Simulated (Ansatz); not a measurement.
Runs of Ansatz 0.2.0 on InP. The structure is cubic, space group Fm-3m (No. 225). The conventional cell has a = 5.538 Å, b = 5.538 Å, c = 5.538 Å, α = 90.00°, β = 90.00°, γ = 90.00°. In (site symmetry m-3m) is surrounded by 6 P at 2.77 Å. P (site symmetry m-3m) has 6 In at 2.77 Å as nearest neighbours. Measurements of this composition are mostly on another form, of space group No. 216.

```tsv
task	level	atoms under strain	gap on the mesh (eV)	pressure (GPa)
elastic constants	LDA	relaxed	none	-5.0
elastic constants	PBE	relaxed	none	(a)
phonons	LDA	-	none	-
phonons	PBE	-	none	-
```

Alike in all rows: potentials or basis Ansatz PAW; no spin polarisation; cell as given; k mesh 6 × 6 × 6; cutoff (eV) 420; smearing fermi-dirac 0.05 eV.

Question: Estimate the missing entries.

Answer: (a) 0.3.

Caveats: elastic constants of metals need much finer meshes, so these are rough (some runs); the PAW data sets come from PBE, with cores solved anew for the run's functional, which leaves a small shift of forces and pressure (some runs); the cell is more than 3 GPa from zero pressure, which shifts response properties (some runs).

A k mesh can miss the band edges, and the runs leave out spin-orbit coupling on In.

A gap of «none» marks a metal or a gap under the smearing width.
